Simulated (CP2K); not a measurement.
# Pt (Fm-3m) in CP2K: single point with RPBE

Aim: the single point of Pt with RPBE.

All numbers are computed with CP2K 2026.2; they aren't measurements. Logs are shortened: lines on timing, memory, paths and dates and some standing lists are left out, and cuts for length are marked.

## 1. The cell of the first run

The structure is cubic, space group Fm-3m (No. 225). Conventional cell: a = 3.922 Å, b = 3.922 Å, c = 3.922 Å, α = 90.00°, β = 90.00°, γ = 90.00°. Pt (site symmetry m-3m) has 12 Pt at 2.77 Å as nearest neighbours.

## 2. Single point, RPBE (the cell as VASP's run set it)

File pt_scf.inp:

```
&GLOBAL
  PROJECT pt_scf
  RUN_TYPE ENERGY_FORCE
  PRINT_LEVEL LOW
&END GLOBAL
&FORCE_EVAL
  METHOD QS
  STRESS_TENSOR ANALYTICAL
  &DFT
    BASIS_SET_FILE_NAME BASIS_MOLOPT_UZH
    POTENTIAL_FILE_NAME POTENTIAL_UZH
    &MGRID
      CUTOFF 450
      REL_CUTOFF 60
      NGRIDS 5
    &END MGRID
    &QS
      METHOD GPW
      EPS_DEFAULT 1.0E-10
    &END QS
    &KPOINTS
      SCHEME MONKHORST-PACK 12 12 12
      GAMMA_CENTERED T
      SYMMETRY T
      SYMMETRY_BACKEND SPGLIB
    &END KPOINTS
    &SCF
      SCF_GUESS ATOMIC
      EPS_SCF 1.0E-6
      MAX_SCF 100
      ADDED_MOS 11
      CHOLESKY OFF
      EPS_EIGVAL 1.0E-7
      &DIAGONALIZATION ON
        ALGORITHM STANDARD
      &END DIAGONALIZATION
      &MIXING ON
        METHOD BROYDEN_MIXING
        ALPHA 0.4
        BETA 1.5
        NBUFFER 8
      &END MIXING
      &SMEAR ON
        METHOD GAUSSIAN
        SIGMA [eV] 0.02
      &END SMEAR
    &END SCF
    &XC
      &XC_FUNCTIONAL
        &GGA_X_RPBE
        &END GGA_X_RPBE
        &GGA_C_PBE
        &END GGA_C_PBE
      &END XC_FUNCTIONAL
    &END XC
    &PRINT
      &KPOINTS ON
      &END KPOINTS
      &MULLIKEN ON
      &END MULLIKEN
      &MO ON
        ENERGIES T
        OCCUPATION_NUMBERS T
        &EACH
          QS_SCF 0
        &END EACH
        ADD_LAST NUMERIC
      &END MO
      &LOWDIN ON
      &END LOWDIN
      &HIRSHFELD ON
        SHAPE_FUNCTION DENSITY
      &END HIRSHFELD
    &END PRINT
  &END DFT
  &SUBSYS
    &CELL
      A 2.7731313700 0.0000000000 0.0000000000
      B 1.3865656850 2.4016022145 0.0000000000
      C 1.3865656850 0.8005340715 2.2642522821
      PERIODIC XYZ
    &END CELL
    &COORD
      SCALED
      Pt  0.0000000000 0.0000000000 0.0000000000
    &END COORD
    &KIND Pt
      BASIS_SET TZVP-MOLOPT-PBE-GTH-q18
      POTENTIAL GTH-PBE-q18
    &END KIND
    &PRINT
      &ATOMIC_COORDINATES ON
      &END ATOMIC_COORDINATES
      &CELL ON
      &END CELL
    &END PRINT
  &END SUBSYS
  &PRINT
    &FORCES ON
    &END FORCES
    &STRESS_TENSOR ON
    &END STRESS_TENSOR
  &END PRINT
&END FORCE_EVAL
```

Potentials or basis: POTENTIAL_UZH Pt GTH-PBE-q18; TZVP-MOLOPT-PBE-GTH basis.

The run is started by

```sh
> OMP_NUM_THREADS=1 cp2k.psmp -i pt_scf.inp -o pt_scf.out
```

pt_scf.out:

```text

 CP2K| version string:                                       CP2K version 2026.2
 CP2K| Input file name                                                pt_scf.inp

 GLOBAL| Force Environment number                                              1
 GLOBAL| Basis set file name                                    BASIS_MOLOPT_UZH
 GLOBAL| Potential file name                                       POTENTIAL_UZH
 GLOBAL| MM Potential file name                                     MM_POTENTIAL
 GLOBAL| Coordinate file name                                      __STD_INPUT__
 GLOBAL| Method name                                                        CP2K
 GLOBAL| Project name                                                     pt_scf
 GLOBAL| Run type                                                   ENERGY_FORCE
 GLOBAL| FFT library                                                       FFTW3
[... 6 lines left out ...]
 GLOBAL| Total number of message passing processes                             1
 GLOBAL| Number of threads for this process                                    1
 GLOBAL| CPU model name                                                  UNKNOWN

 CELL| Volume [angstrom^3]:                                            15.079826
 CELL| Vector a [angstrom]:       2.773     0.000     0.000   |a| =     2.773131
 CELL| Vector b [angstrom]:       1.387     2.402     0.000   |b| =     2.773131
 CELL| Vector c [angstrom]:       1.387     0.801     2.264   |c| =     2.773131
 CELL| Angle (b,c), alpha [degree]:                                    60.000000
 CELL| Angle (a,c), beta  [degree]:                                    60.000000
 CELL| Angle (a,b), gamma [degree]:                                    60.000000
 CELL| Numerically orthorhombic:                                              NO
 CELL| Periodicity                                                           XYZ

 CELL_REF| Volume [angstrom^3]:                                        15.079826
 CELL_REF| Vector a [angstrom     2.773     0.000     0.000   |a| =     2.773131
 CELL_REF| Vector b [angstrom     1.387     2.402     0.000   |b| =     2.773131
 CELL_REF| Vector c [angstrom     1.387     0.801     2.264   |c| =     2.773131
 CELL_REF| Angle (b,c), alpha [degree]:                                60.000000
 CELL_REF| Angle (a,c), beta  [degree]:                                60.000000
 CELL_REF| Angle (a,b), gamma [degree]:                                60.000000
 CELL_REF| Numerically orthorhombic:                                          NO
 CELL_REF| Periodicity                                                       XYZ
[... 9 lines left out ...]
 TOTAL NUMBERS AND MAXIMUM NUMBERS

  Total number of            - Atomic kinds:                                   1
                             - Atoms:                                          1
                             - Shell sets:                                     1
                             - Shells:                                        11
                             - Primitive Cartesian functions:                  6
                             - Cartesian basis functions:                     41
                             - Spherical basis functions:                     35

  Maximum angular momentum of- Orbital basis functions:                        3
                             - Local part of the GTH pseudopotential:          2
                             - Non-local part of the GTH pseudopotential:      5

[... 110 lines left out ...]

  Electronic density on regular grids:        -18.0000000007       -0.0000000007
  Core density on regular grids:               17.9999999989       -0.0000000011
  Total charge density on r-space grids:       -0.0000000017
  Total charge density g-space grids:          -0.0000000017

  Overlap energy of the core charge distribution:               0.00000000004771
  Self energy of the core charge distribution:               -182.71032952616147
  Core Hamiltonian energy:                                     40.68186359747845
  Hartree energy:                                              33.57045493524206
  Exchange-correlation energy:                                -11.77476348080042
  Smearing free energy correction:                             -0.00004253589853
  Fermi energy:                                                 0.59435508625891

  Total energy:                                              -120.23281701021409
  Total energy (extrapolated to sigma->0):                   -120.23279574226483

 MO| EIGENVALUES AND OCCUPATION NUMBERS FOR K POINT 1
 MO|
 MO|  Index      Eigenvalue [a.u.]        Eigenvalue [eV]             Occupation
 MO|      1              -3.020374             -82.188567               2.000000
 MO|      2              -1.363908             -37.113828               2.000000
 MO|      3              -1.350580             -36.751160               2.000000
 MO|      4              -1.350580             -36.751159               2.000000
 MO|      5               0.323786               8.810660               2.000000
 MO|      6               0.454374              12.364143               2.000000
[... 356 lines left out ...]
 MO|     19               2.019235              54.946184               0.000000
 MO|     20               2.085456              56.748134               0.000000
 MO| Sum:                                                              18.000000
 MO| E(Fermi):            0.594355 a.u.         16.173224 eV
 MO| Band gap:            0.057738 a.u.          1.571136 eV

 [... the levels of further k-points ...]

 !-----------------------------------------------------------------------------!
                     Mulliken Population Analysis

 #  Atom  Element  Kind  Atomic population                           Net charge
       1     Pt       1         18.000000                             -0.000000
 # Total charge                             18.000000                 -0.000000

 !-----------------------------------------------------------------------------!

 !-----------------------------------------------------------------------------!
                           Hirshfeld Charges

  #Atom  Element  Kind  Ref Charge     Population                    Net charge
      1       Pt     1      18.000         18.000                        -0.000

  Total Charge                                                           -0.000
 !-----------------------------------------------------------------------------!

 LOWDIN POPULATION ANALYSIS

 #  Atom  Element  Kind  Atomic population                           Net charge
       1     Pt       1         18.000000                              0.000000
 # Total charge                             18.000000                  0.000000

 ENERGY| Total FORCE_EVAL ( QS ) energy [hartree]           -120.232815373982874

 FORCES| Atomic forces [hartree/bohr]
 FORCES|   Atom     x               y               z               |f|
 FORCES|      1 -2.32454855E-13 -1.02929622E-13 -1.02969642E-12   1.06061514E-12
 FORCES| Sum    -2.32454855E-13 -1.02929622E-13 -1.02969642E-12
 FORCES| Total atomic force                                       1.06061514E-12

 STRESS| Analytical stress tensor [bar]
 STRESS|                        x                   y                   z
 STRESS|      x        1.40681679819E+05   9.79750424610E+00   6.96305713931E+00
 STRESS|      y        9.79750424610E+00   1.40670451910E+05   3.75223296480E+00
 STRESS|      z        6.96305713931E+00   3.75223296480E+00   1.40667203140E+05
 STRESS| 1/3 Trace                                             1.40673111623E+05
 STRESS| Determinant                                           2.78376953127E+15

 STRESS| Eigenvectors and eigenvalues of the analytical stress tensor [bar]
 STRESS|                        1                   2                   3
 STRESS| Eigenvalues   1.40664346561E+05   1.40664899159E+05   1.40690089148E+05
 STRESS|      x          -0.486086540694     -0.303928795957      0.819357774080
 STRESS|      y           0.269038770875      0.839997304859      0.471192813608
 STRESS|      z           0.831467386445     -0.449479493212      0.326542754413
```

It took 78 s on 1 thread of Arm Neoverse V2, shared host; peak memory 0.26 GiB.

Results:

| Property | Result |
| --- | --- |
| Free energy | -3271.7013 eV |
| Pressure | 14.1 GPa |
| Band gap on the k mesh | none (metal or under the smearing width) |

Caveat: the potentials were made for another functional, which shifts forces and pressure; the basis of atomic orbitals isn't converged, which shifts pressures, moduli and gaps. Spin-orbit coupling is left out, which matters for the levels of Pt.
